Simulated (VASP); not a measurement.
**Si in VASP 6.6.1, single-point calculation**

INCAR

```
NELM = 78
LDAU = .TRUE.
ENCUT = 520
LREAL = .FALSE.
LWAVE = .FALSE.
LDAUTYPE = 2
IBRION = -1
ISMEAR = -1
NBANDS = 16
PREC = Accurate
LDAUL = 2 2
ISIF = 2
LASPH = .TRUE.
NSW = 0
LDAUU = 4 4
SIGMA = 0.02
LCHARG = .FALSE.
GGA = PE
EDIFF = 1E-7
```

KPOINTS

```
KPOINTS created by Atomic Simulation Environment
0
Gamma
12 12 4
0 0 0
```

POSCAR

```
Si
 1.0000000000000000
     3.8321295590073570    0.0000000000000000    0.0000000000000000
    -1.9160647795036785    3.3187215486936292    0.0000000000000000
     0.0000000000000000    0.0000000000000000    6.4680411976999999
 Si
   4
Cartesian
 -0.0000000000000000  2.2124810324624193  0.0102558172823780
  1.9160647795036783  1.1062405162312097  3.2442764161323776
 -0.0000000000000000  2.2124810324624193  2.4152596318551223
  1.9160647795036783  1.1062405162312097  5.6492802307051218
```

The recommended PBE PAW datasets give the neutral cell 16 valence electrons.

Command

```
mpirun -np 1 vasp_std
```

OSZICAR

```
N       E                     dE             d eps       ncg     rms          rms(c)
DAV:   1     0.252622677420E+02    0.25262E+02   -0.59414E+03  1824   0.818E+02
DAV:   2    -0.200983002893E+02   -0.45361E+02   -0.41035E+02  2496   0.120E+02
DAV:   3    -0.219604619594E+02   -0.18622E+01   -0.18448E+01  2440   0.226E+01
DAV:   4    -0.219827242273E+02   -0.22262E-01   -0.22257E-01  2296   0.315E+00
DAV:   5    -0.219831266495E+02   -0.40242E-03   -0.40238E-03  2504   0.400E-01    0.667E+00
DAV:   6    -0.217480372463E+02    0.23509E+00   -0.96475E-02  2192   0.148E+00    0.405E+00
DAV:   7    -0.216394309941E+02    0.10861E+00   -0.20546E-01  2184   0.224E+00    0.240E-01
DAV:   8    -0.216417448239E+02   -0.23138E-02   -0.15661E-02  2224   0.650E-01    0.117E-01
DAV:   9    -0.216421353510E+02   -0.39053E-03   -0.60258E-04  2408   0.143E-01    0.870E-02
DAV:  10    -0.216422963323E+02   -0.16098E-03   -0.16827E-04  2160   0.646E-02    0.168E-02
DAV:  11    -0.216423038297E+02   -0.74975E-05   -0.12515E-05  2384   0.188E-02    0.122E-02
DAV:  12    -0.216423061033E+02   -0.22736E-05   -0.25157E-06  2104   0.887E-03    0.365E-03
DAV:  13    -0.216423061288E+02   -0.25487E-07   -0.38537E-07  2384   0.319E-03
   1 F= -.21642306E+02 E0= -.21642306E+02  d E =-.924573E-08
```

From OUTCAR

```
k-points           NKPTS =     57   k-points in BZ     NKDIM =     57   number of bands    NBANDS=     16

   NELECT =      16.0000    total number of electrons

   dimension x,y,z NGX =    30 NGY =   30 NGZ =   48
   dimension x,y,z NGXF=    60 NGYF=   60 NGZF=   96

  energy-cutoff  :      520.00
  volume of cell :       82.26
      direct lattice vectors                 reciprocal lattice vectors
     3.832129559  0.000000000  0.000000000     0.260951511  0.150660425  0.000000000
    -1.916064780  3.318721549  0.000000000     0.000000000  0.301320851  0.000000000
     0.000000000  0.000000000  6.468041198     0.000000000  0.000000000  0.154606313

 k-points in reciprocal lattice and weights: KPOINTS created by Atomic Simulation Env
   0.00000000  0.00000000  0.00000000       0.002
   0.08333333  0.00000000  0.00000000       0.010
   0.16666667  0.00000000  0.00000000       0.010
   0.25000000 -0.00000000  0.00000000       0.010
   0.33333333  0.00000000  0.00000000       0.010
   0.41666667  0.00000000  0.00000000       0.010
   0.50000000 -0.00000000  0.00000000       0.005
   0.08333333  0.08333333  0.00000000       0.010
   ...

 E-fermi :   6.1012

 k-point     1 :       0.0000    0.0000    0.0000
  band No.  band energies     occupation
      1      -6.2299      2.00000
      2      -4.1100      2.00000
      3      -1.3218      2.00000
      4       4.4422      2.00000
      5       4.4422      2.00000
      6       5.3540      2.00000
      7       5.8418      2.00000
      8       5.8418      2.00000
      9       7.0243      0.00000
     10       7.7701      0.00000
     11       7.9233      0.00000
     12       7.9233      0.00000
     13       9.2259      0.00000
     14       9.9716      0.00000
     15       9.9716      0.00000
     16      11.8403      0.00000

 k-point     2 :       0.0833    0.0000    0.0000
  band No.  band energies     occupation
      1      -6.1491      2.00000
      2      -4.0274      2.00000
      3      -1.2781      2.00000
      4       3.7576      2.00000
      5       4.2721      2.00000
      6       5.2036      2.00000
      7       5.2553      2.00000
      8       5.6883      2.00000
      9       7.4287      0.00000
     10       7.8517      0.00000
     11       8.0911      0.00000
     12       8.1723      0.00000
     13       9.5288      0.00000
     14      10.1775      0.00000
     15      10.2826      0.00000
     16      11.3139      0.00000

 k-point     3 :       0.1667    0.0000    0.0000
  band No.  band energies     occupation
      1      -5.9087      2.00000
      2      -3.7814      2.00000
      3      -1.1736      2.00000
      4       2.5738      2.00000
      5       3.8952      2.00000
      6       3.9634      2.00000
      7       4.9467      2.00000
      8       5.3398      2.00000
      9       7.2540      0.00000
     10       8.0823      0.00000
     11       8.6963      0.00000
     12       9.1943      0.00000
     13       9.2332      0.00000
     14      10.5365      0.00000
     15      11.0998      0.00000
     16      11.4608      0.00000

 ...

  Total        0.2953435      0.2953435     -1.5624993      0.0000000     -0.0000000      0.0000000
  in kB        5.7524687      5.7524687    -30.4331309      0.0000000     -0.0000000      0.0000000
  external PRESSURE =      -6.3093979 kB  Pullay stress =       0.0000000 kB

 POSITION                                       TOTAL-FORCE (eV/Angst)
 -----------------------------------------------------------------------------------
      0.00000      2.21248      0.01026         0.000000      0.000000      0.008142
      1.91606      1.10624      3.24428        -0.000000      0.000000      0.008142
      0.00000      2.21248      2.41526         0.000000     -0.000000     -0.008142
      1.91606      1.10624      5.64928         0.000000     -0.000000     -0.008142
 -----------------------------------------------------------------------------------
    total drift:                                0.000000     -0.000000      0.000000

  FREE ENERGIE OF THE ION-ELECTRON SYSTEM (eV)
  ---------------------------------------------------
  free  energy   TOTEN  =       -21.6423061288 eV

  energy  without entropy=      -21.6423061196  energy(sigma->0) =      -21.64230612
```

It converged. Results: gap between bands v and c on the k mesh 0.53 eV; least direct gap on the k mesh 1.18 eV; pressure -0.6 GPa. Band v is the last that the valence electrons fill when counted band by band, and c is the next.

One setting is odd (wrong count of Hubbard values), but here it hardly changes the result.

On sound settings PBE gives a gap of 0.53 eV on its mesh and a pressure of -0.6 GPa for the intended cell. This run's energy (σ→0) differs from it by 0 meV an atom.

The run took about 50 s on one core of a shared host (Intel Xeon Platinum 8488C) and held 0.21 GiB at most.
